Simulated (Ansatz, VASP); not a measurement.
# Two plane-wave programs on YbH3

```
Yb H
1.0
     0.00000    2.58749    2.58749
     2.58749    0.00000    2.58749
     2.58749    2.58749    0.00000
Yb H
1 3
Direct
  0.00000 0.00000 0.00000
  0.50000 0.50000 0.50000
  0.25000 0.25000 0.25000
  0.75000 0.75000 0.75000
```

Change from the starting cell: volume scaled by 0.98.

Alike in both runs: task single point; functional PBE; k mesh 9 × 9 × 9; occupations fermi-dirac, width 0.05 eV; collinear spin, ferromagnetic start.

```csv
,VASP,Ansatz
version,VASP 6.6.1,Ansatz 0.2.0
potentials or method,"VASP PAW PBE potentials, release 64 (Yb, H)",Ansatz PAW
plane-wave cutoff (eV),520,420
valence electrons in the cell,27,27
```

```tsv
	VASP	Ansatz	Ansatz less VASP
gap on the k mesh at the Fermi level (eV)	none	none	-
pressure (GPa)	-4.1	-4.1	-0.01
net moment per atom (μB)	0.04	0.04	-0.001
size of the moment on the site where the two differ most (μB)	0.16	0.15	-0.005
```

Site moments also hang on the region over which each program counts them. A gap of «none» marks a metal or a gap that the smearing closes.

Caveats: spin-orbit coupling is left out, which moves the levels of the heavy elements; without U or exact exchange the open f shell lies at the Fermi level, which spoils levels, moments and volumes. The state reached can hang on the start; a lower one may exist.
